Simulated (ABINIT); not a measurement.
Crystal: Fe.

```
CELL_PARAMETERS angstrom
-1.44300 1.44300 1.44300
1.44300 -1.44300 1.44300
1.44300 1.44300 -1.44300
ATOMIC_POSITIONS crystal
Fe 0.00000 0.00000 0.00000
```

Program: ABINIT 10.8.3 (patched build). Alike in all runs: task band structure; potentials or basis JTH PAW PBE v2.0; spin collinear, ferromagnetic start; cell as given; k mesh 13 × 13 × 13; cutoff (eV) 844; smearing fermi-dirac 0.05 eV.

Task: Order these runs on this cell by their pressure, lowest first.
A. level RPBE
B. level PBEsol
C. level PBE
D. level revPBE
E. level LDA

Result: E (-25.9 GPa), B (-18.6 GPa), C (-10.6 GPa), D (-6.4 GPa), A (-4.9 GPa).

Caveats: the PAW data sets were made with another functional, which shifts forces and pressure a little (some runs).
